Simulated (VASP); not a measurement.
# MgO (P-6m2) in VASP: further runs, part 2 of 2

VASP 6.6.1. Earlier steps stand in the parts before.

### 4 Single point, PBE

INCAR

```
ADDGRID = False
ALGO = Normal
EDIFF = 0.001
ENCUT = 800
GGA = PE
ISIF = 2
ISMEAR = 0
LASPH = True
LCHARG = False
LREAL = False
LWAVE = False
NELM = 100
PREC = Accurate
SIGMA = 0.05
```

KPOINTS

```
k-points
0
Gamma
  8 8 7
```

POSCAR

```
MgO
1.0
    2.9380209034      0.0000000000      0.0000000000
   -1.4690104517      2.5444007392      0.0000000000
    0.0000000000      0.0000000000      2.6796800000
Mg O
1 1
Direct
    0.0000000000      0.0000000000      0.0000000000
    0.3333333333      0.6666666667      0.5000000000
```

Potentials or basis: VASP PAW PBE potentials, release 64 (Mg, O_h).

Run with:

```
$ cat potpaw_PBE.64/Mg/POTCAR potpaw_PBE.64/O_h/POTCAR > POTCAR
$ mpirun -np 1 vasp_std > vasp.out
```

OUTCAR:

```text
EDIFF = 0.001
   ENCUT = 800
   GGA = PE
   ISIF = 2
   ISMEAR = 0
   LASPH = True
   LREAL = False
   NELM = 100
   PREC = Accurate

 Found     40 irreducible k-points:

 Following reciprocal coordinates:
            Coordinates               Weight
  0.000000  0.000000  0.000000      1.000000
  0.125000  0.000000  0.000000      6.000000
  0.250000  0.000000  0.000000      6.000000
  0.375000  0.000000  0.000000      6.000000
  0.500000  0.000000  0.000000      3.000000
  0.125000  0.125000  0.000000      6.000000
   k-points           NKPTS =     40   k-points in BZ     NKDIM =     40   number of bands    NBANDS=      8
   number of dos      NEDOS =    301   number of ions     NIONS =      2
   total plane-waves  NPLWV =  21952
   dimension x,y,z NGX =    28 NGY =   28 NGZ =   28
   dimension x,y,z NGXF=    56 NGYF=   56 NGZF=   56
   ions per type =               1   1
   NGX,Y,Z   is equivalent  to a cutoff of  15.84, 15.84, 17.37 a.u.
   NGXF,Y,Z  is equivalent  to a cutoff of  31.69, 31.69, 34.74 a.u.
 SYSTEM =  unknown system
   PREC   = accura    normal or accurate (medium, high low for compatibility)
   ISTART =      0    job   : 0-new  1-cont  2-samecut
   ICHARG =      2    charge: 1-file 2-atom 10-const
   ISPIN  =      1    spin polarized calculation?
   LNONCOLLINEAR =      F non collinear calculations
   LSORBIT =      F    spin-orbit coupling
   LASPH  =      T    aspherical Exc in radial PAW
   ENCUT  =  800.0 eV  58.80 Ry    7.67 a.u.   6.78  6.78  6.18*2*pi/ulx,y,z
   NELM   =    100;   NELMIN=  2; NELMDL= -5     # of ELM steps
   EDIFF  = 0.1E-02   stopping-criterion for ELM
   LREAL  =      F    real-space projection
   EDIFFG = 0.1E-01   stopping-criterion for IOM
   NSW    =      0    number of steps for IOM
   IBRION =     -1    ionic relax: 0-MD 1-quasi-New 2-CG
   NFREE  =      0    steps in history (QN), initial steepest desc. (CG)
   ISIF   =      2    stress and relaxation
   ISYM   =      2    0-nonsym 1-usesym 2-fastsym
   POTIM  = 0.5000    time-step for ionic-motion
   TEBEG  =    0.0;   TEEND  =   0.0 temperature during run
   PSTRESS=    0.0 pullay stress
   NELECT =       8.0000    total number of electrons
   NUPDOWN=      -1.0000    fix difference up-down
   EMIN   =  10.00;   EMAX   =-10.00  energy-range for DOS
   EFERMI =   0.00;   METHOD = LEGACY
   ISMEAR =     0;   SIGMA  =   0.05  broadening in eV -4-tet -1-fermi 0-gaus
   EFERMI_NEDOS =   21; number of points for ismear=-14 and -15
   IALGO  =     38    algorithm
   IMIX   =      4    mixing-type and parameters
     AMIX     =   0.40;   BMIX     =  1.00
     AMIX_MAG =   1.60;   BMIX_MAG =  1.00
  volume/ion in A,a.u.               =      10.02        67.59
  Fermi-wavevector in a.u.,A,eV,Ry     =   1.205583  2.278221 19.775115  1.453430
  Thomas-Fermi vector in A             =   2.341275
   LORBIT       =      0    0 simple, 1 ext, 2 COOP (PROOUT), +10 PAW based schemes
   GGA     = PE    functional components
   LHFCALC =     F    Hartree Fock is set to
   AEXX    =    0.0000 exact exchange contribution
   IVDW    =     0    specifies the selected vdW correction
   LEPSILON=     F    determine dielectric tensor
   LRPA    =     F    only Hartree local field effects (RPA)
 non-spin polarized calculation
 Gauss-broadening in eV      SIGMA  =   0.05
  energy-cutoff  :      800.00
  volume of cell :       20.03
 maximum number of plane-waves:      1038
 NGX is ok and might be reduce to    28
   NGX = 13   NGY = 13   NGZ = 13

 number of electron       7.9999998 magnetization

 Free energy of the ion-electron system (eV)
  ---------------------------------------------------
  ext. energy  EPLUGINS =         0.00000000
  ---------------------------------------------------
  free energy    TOTEN  =       -11.23520759 eV

  energy without entropy =      -11.23520759  energy(sigma->0) =      -11.23520759

 E-fermi :   3.9887     XC(G=0): -10.7390

 val. band max:        3.6706069440   @ k =   0.3750   0.2500   0.0000
 cond. band min:       6.6685960974   @ k =   0.0000   0.0000   0.0000
 fundamental gap:      2.9979891535
 Fermi energy:         3.9886905120

 k-point     1 :       0.0000    0.0000    0.0000
  band No.  band energies     occupation
      1     -13.7578      2.00000
      2       3.0760      2.00000
      3       3.0760      2.00000
      4       3.2800      2.00000
      5       6.6686      0.00000
      6      15.5562      0.00000
      7      19.2530      0.00000
      8      19.2530      0.00000
[... 45 lines left out ...]
 k-point     6 :       0.1250    0.1250    0.0000
  band No.  band energies     occupation
      1     -13.3838      2.00000
      2       1.0176      2.00000
      3       2.6548      2.00000
      4       3.4123      2.00000
      5       8.7237      0.00000
      6      15.0024      0.00000
      7      17.5229      0.00000
      8      20.0955      0.00000

 [... further k-points ...]

------------------------ aborting loop because EDIFF is reached ----------------------------------------

  FORCE on cell =-STRESS in cart. coord.  units (eV):
  Direction    XX          YY          ZZ          XY          YZ          ZX
  --------------------------------------------------------------------------------------
  -------------------------------------------------------------------------------------
  Total       -0.2822567     -0.2822567     -0.2832350      0.0000000     -0.0000000      0.0000000
  in kB      -22.5751987    -22.5751987    -22.6534375      0.0000000     -0.0000000      0.0000000
  external PRESSURE =     -22.6012783 kB  Pullay stress =       0.0000000 kB

 VOLUME and BASIS-vectors are now :
 -----------------------------------------------------------------------------
  energy-cutoff  :      800.00
  volume of cell :       20.03
      direct lattice vectors                 reciprocal lattice vectors
     2.938020903  0.000000000  0.000000000     0.340365175  0.196509926  0.000000000
    -1.469010452  2.544400739  0.000000000     0.000000000  0.393019851  0.000000000
     0.000000000  0.000000000  2.679680000     0.000000000  0.000000000  0.373178887

 POSITION                                       TOTAL-FORCE (eV/Angst)
 -----------------------------------------------------------------------------------
      0.00000      0.00000      0.00000        -0.000000     -0.000000      0.000000
     -0.00000      1.69627      1.33984         0.000000      0.000000      0.000000
 -----------------------------------------------------------------------------------
    total drift:                               -0.000001      0.000001     -0.000000

  FREE ENERGIE OF THE ION-ELECTRON SYSTEM (eV)
  ---------------------------------------------------
  free  energy   TOTEN  =       -11.2352075866 eV

  energy  without entropy=      -11.2352075866  energy(sigma->0) =      -11.23520759
```

OSZICAR:

```text
N       E                     dE             d eps       ncg     rms          rms(c)
DAV:   1     0.440885446095E+02    0.44089E+02   -0.57540E+03   656   0.126E+03
DAV:   2    -0.101302050508E+02   -0.54219E+02   -0.52057E+02   880   0.178E+02
DAV:   3    -0.129504418170E+02   -0.28202E+01   -0.28202E+01   704   0.549E+01
DAV:   4    -0.129659613403E+02   -0.15520E-01   -0.15520E-01  1144   0.392E+00
DAV:   5    -0.129659629052E+02   -0.15649E-05   -0.15649E-05   696   0.380E-02    0.751E+00
DAV:   6    -0.112882068651E+02    0.16778E+01   -0.11045E+01   704   0.221E+01    0.250E+00
DAV:   7    -0.112532365168E+02    0.34970E-01   -0.94777E-02   776   0.382E+00    0.141E+00
DAV:   8    -0.112354861225E+02    0.17750E-01   -0.42136E-02   728   0.336E+00    0.265E-01
DAV:   9    -0.112352075866E+02    0.27854E-03   -0.40649E-04   680   0.223E-01
   1 F= -.11235208E+02 E0= -.11235208E+02  d E =-.100235E-20
```

Run time: 8.5 s. Hardware: 1 thread of AMD EPYC 7R13 (Zen 3), shared host; peak memory 0.13 GiB.

These settings aren't checked as converged: the numbers below hold their error.

Results:

```yaml
Free_energy: -11.2352 eV
Band_gap_on_the_k_mesh: 3.00 eV, indirect (least direct gap 3.39 eV)
```

Caveat: the cutoff is under 1.25 times the usual one of these potentials, so pressure, stress and relaxed cells hold a basis-set (Pulay) error; an odd mesh through Γ misses points on the zone boundary, where band edges often lie.

### 5 Single point, PBE

INCAR is that of step 4.

KPOINTS is that of step 4.

POSCAR

```
MgO
1.0
    2.9380209034      0.0000000000      0.0000000000
   -1.4690104517      2.5444007392      0.0000000000
    0.0000000000      0.0000000000      2.6796800000
Mg O
1 1
Direct
   -0.0050010000     -0.0013850000      0.0023980000
    0.2972290000      0.6917140000      0.5132270000
```

Potentials or basis: VASP PAW PBE potentials, release 64 (Mg, O_h).

Run with:

```
$ cat potpaw_PBE.64/Mg/POTCAR potpaw_PBE.64/O_h/POTCAR > POTCAR
$ mpirun -np 1 vasp_std > vasp.out
```

OUTCAR:

```text
EDIFF = 0.001
   ENCUT = 800
   GGA = PE
   ISIF = 2
   ISMEAR = 0
   LASPH = True
   LREAL = False
   NELM = 100
   PREC = Accurate

 Found    226 irreducible k-points:

 Following reciprocal coordinates:
            Coordinates               Weight
  0.000000  0.000000  0.000000      1.000000
  0.125000  0.000000  0.000000      2.000000
  0.000000  0.125000  0.000000      2.000000
 -0.125000  0.125000  0.000000      2.000000
  0.250000  0.000000  0.000000      2.000000
  0.000000  0.250000  0.000000      2.000000
   k-points           NKPTS =    226   k-points in BZ     NKDIM =    226   number of bands    NBANDS=      8
   number of dos      NEDOS =    301   number of ions     NIONS =      2
   total plane-waves  NPLWV =  21952
   dimension x,y,z NGX =    28 NGY =   28 NGZ =   28
   dimension x,y,z NGXF=    56 NGYF=   56 NGZF=   56
   ions per type =               1   1
   NGX,Y,Z   is equivalent  to a cutoff of  15.84, 15.84, 17.37 a.u.
   NGXF,Y,Z  is equivalent  to a cutoff of  31.69, 31.69, 34.74 a.u.
 SYSTEM =  unknown system
   PREC   = accura    normal or accurate (medium, high low for compatibility)
   ISTART =      0    job   : 0-new  1-cont  2-samecut
   ICHARG =      2    charge: 1-file 2-atom 10-const
   ISPIN  =      1    spin polarized calculation?
   LNONCOLLINEAR =      F non collinear calculations
   LSORBIT =      F    spin-orbit coupling
   LASPH  =      T    aspherical Exc in radial PAW
   ENCUT  =  800.0 eV  58.80 Ry    7.67 a.u.   6.78  6.78  6.18*2*pi/ulx,y,z
   NELM   =    100;   NELMIN=  2; NELMDL= -5     # of ELM steps
   EDIFF  = 0.1E-02   stopping-criterion for ELM
   LREAL  =      F    real-space projection
   EDIFFG = 0.1E-01   stopping-criterion for IOM
   NSW    =      0    number of steps for IOM
   IBRION =     -1    ionic relax: 0-MD 1-quasi-New 2-CG
   NFREE  =      0    steps in history (QN), initial steepest desc. (CG)
   ISIF   =      2    stress and relaxation
   ISYM   =      2    0-nonsym 1-usesym 2-fastsym
   POTIM  = 0.5000    time-step for ionic-motion
   TEBEG  =    0.0;   TEEND  =   0.0 temperature during run
   PSTRESS=    0.0 pullay stress
   NELECT =       8.0000    total number of electrons
   NUPDOWN=      -1.0000    fix difference up-down
   EMIN   =  10.00;   EMAX   =-10.00  energy-range for DOS
   EFERMI =   0.00;   METHOD = LEGACY
   ISMEAR =     0;   SIGMA  =   0.05  broadening in eV -4-tet -1-fermi 0-gaus
   EFERMI_NEDOS =   21; number of points for ismear=-14 and -15
   IALGO  =     38    algorithm
   IMIX   =      4    mixing-type and parameters
     AMIX     =   0.40;   BMIX     =  1.00
     AMIX_MAG =   1.60;   BMIX_MAG =  1.00
  volume/ion in A,a.u.               =      10.02        67.59
  Fermi-wavevector in a.u.,A,eV,Ry     =   1.205583  2.278221 19.775115  1.453430
  Thomas-Fermi vector in A             =   2.341275
   LORBIT       =      0    0 simple, 1 ext, 2 COOP (PROOUT), +10 PAW based schemes
   GGA     = PE    functional components
   LHFCALC =     F    Hartree Fock is set to
   AEXX    =    0.0000 exact exchange contribution
   IVDW    =     0    specifies the selected vdW correction
   LEPSILON=     F    determine dielectric tensor
   LRPA    =     F    only Hartree local field effects (RPA)
 non-spin polarized calculation
 Gauss-broadening in eV      SIGMA  =   0.05
  energy-cutoff  :      800.00
  volume of cell :       20.03
 maximum number of plane-waves:      1038
   NGX = 13   NGY = 13   NGZ = 13

 number of electron       8.0000000 magnetization

 Free energy of the ion-electron system (eV)
  ---------------------------------------------------
  ext. energy  EPLUGINS =         0.00000000
  ---------------------------------------------------
  free energy    TOTEN  =       -11.18930883 eV

  energy without entropy =      -11.18930883  energy(sigma->0) =      -11.18930883

 E-fermi :   3.9679     XC(G=0): -10.7333

 val. band max:        3.6973692614   @ k =   0.0000   0.0000   0.4286
 cond. band min:       6.6446334927   @ k =   0.0000   0.0000   0.0000
 fundamental gap:      2.9472642313
 Fermi energy:         3.9679446664

 k-point     1 :       0.0000    0.0000    0.0000
  band No.  band energies     occupation
      1     -13.7675      2.00000
      2       2.9918      2.00000
      3       3.1554      2.00000
      4       3.2563      2.00000
      5       6.6446      0.00000
      6      15.5604      0.00000
      7      19.0959      0.00000
      8      19.4488      0.00000

 k-point     2 :       0.1250    0.0000    0.0000
  band No.  band energies     occupation
      1     -13.6345      2.00000
      2       2.1390      2.00000
      3       2.9197      2.00000
      4       3.3062      2.00000
      5       7.5816      0.00000
      6      15.5155      0.00000
      7      17.9771      0.00000
      8      19.7171      0.00000

 k-point     3 :       0.0000    0.1250    0.0000
  band No.  band energies     occupation
      1     -13.6344      2.00000
      2       2.1325      2.00000
      3       2.9285      2.00000
      4       3.3057      2.00000
      5       7.5773      0.00000
      6      15.5221      0.00000
      7      17.9443      0.00000
      8      19.7492      0.00000

 k-point     4 :      -0.1250    0.1250    0.0000
  band No.  band energies     occupation
      1     -13.6322      2.00000
      2       2.0550      2.00000
      3       3.0411      2.00000
      4       3.2997      2.00000
      5       7.5099      0.00000
      6      15.5618      0.00000
      7      17.8012      0.00000
      8      19.8287      0.00000

 k-point     5 :       0.2500    0.0000    0.0000
  band No.  band energies     occupation
      1     -13.2927      2.00000
      2       0.5498      2.00000
      3       2.6530      2.00000
      4       3.4303      2.00000
      5       9.0905      0.00000
      6      14.6292      0.00000
      7      17.5205      0.00000
      8      20.5003      0.00000

 k-point     6 :       0.0000    0.2500    0.0000
  band No.  band energies     occupation
      1     -13.2921      2.00000
      2       0.5448      2.00000
      3       2.6612      2.00000
      4       3.4287      2.00000
      5       9.0787      0.00000
      6      14.6338      0.00000
      7      17.5083      0.00000
      8      20.5176      0.00000

 [... further k-points ...]

------------------------ aborting loop because EDIFF is reached ----------------------------------------

  FORCE on cell =-STRESS in cart. coord.  units (eV):
  Direction    XX          YY          ZZ          XY          YZ          ZX
  --------------------------------------------------------------------------------------
  -------------------------------------------------------------------------------------
  Total       -0.1371040     -0.2321665     -0.0704826     -0.0739908      0.0579281     -0.1048192
  in kB      -10.9657262    -18.5689298     -5.6372737     -5.9178615      4.6331487     -8.3835525
  external PRESSURE =     -11.7239766 kB  Pullay stress =       0.0000000 kB

 VOLUME and BASIS-vectors are now :
 -----------------------------------------------------------------------------
  energy-cutoff  :      800.00
  volume of cell :       20.03
      direct lattice vectors                 reciprocal lattice vectors
     2.938020903  0.000000000  0.000000000     0.340365175  0.196509926  0.000000000
    -1.469010452  2.544400739  0.000000000     0.000000000  0.393019851  0.000000000
     0.000000000  0.000000000  2.679680000     0.000000000  0.000000000  0.373178887

 POSITION                                       TOTAL-FORCE (eV/Angst)
 -----------------------------------------------------------------------------------
      1.45635      2.54088      0.00643        -0.576183      0.319234      0.125435
     -0.14287      1.76000      1.37528         0.576183     -0.319234     -0.125435
 -----------------------------------------------------------------------------------
    total drift:                                0.001008      0.000173     -0.000477

  FREE ENERGIE OF THE ION-ELECTRON SYSTEM (eV)
  ---------------------------------------------------
  free  energy   TOTEN  =       -11.1893088343 eV

  energy  without entropy=      -11.1893088343  energy(sigma->0) =      -11.18930883
```

OSZICAR:

```text
N       E                     dE             d eps       ncg     rms          rms(c)
DAV:   1     0.444260826778E+02    0.44426E+02   -0.57594E+03  3728   0.126E+03
DAV:   2    -0.102074602913E+02   -0.54634E+02   -0.52257E+02  4992   0.178E+02
DAV:   3    -0.129377569414E+02   -0.27303E+01   -0.27303E+01  4008   0.545E+01
DAV:   4    -0.129540346627E+02   -0.16278E-01   -0.16278E-01  6320   0.396E+00
DAV:   5    -0.129540391867E+02   -0.45240E-05   -0.45240E-05  3976   0.506E-02    0.758E+00
DAV:   6    -0.112437176960E+02    0.17103E+01   -0.11217E+01  4032   0.224E+01    0.251E+00
DAV:   7    -0.112079738063E+02    0.35744E-01   -0.94841E-02  4688   0.383E+00    0.141E+00
DAV:   8    -0.111896595481E+02    0.18314E-01   -0.42921E-02  4280   0.338E+00    0.265E-01
DAV:   9    -0.111893088343E+02    0.35071E-03   -0.82354E-04  4968   0.311E-01
   1 F= -.11189309E+02 E0= -.11189309E+02  d E =-.241041E-16
```

It took 40 s on 1 thread of AMD EPYC 7R13 (Zen 3), shared host; peak memory 0.19 GiB.

These settings aren't checked as converged: the numbers below hold their error.

What came out:

| Quantity | Value |
| --- | --- |
| Free energy | -11.1893 eV |
| Largest force | 0.671 eV/Å |
| Band gap on the k mesh | 2.95 eV, indirect (least direct gap 3.39 eV) |

Caveat: the cutoff is under 1.25 times the usual one of these potentials, so pressure, stress and relaxed cells hold a basis-set (Pulay) error; an odd mesh through Γ misses points on the zone boundary, where band edges often lie.

### 6 For comparison

An earlier run on the cell as given: functional PBE; potentials or basis VASP PAW PBE potentials, release 64 (Mg, O); cutoff 520 eV; k mesh 10 × 10 × 10; occupations fermi-dirac, width 0.05 eV; no spin polarisation.

- Pressure: -0.7 GPa
- Band gap on the k mesh: 3.01 eV, indirect (least direct gap 3.40 eV)
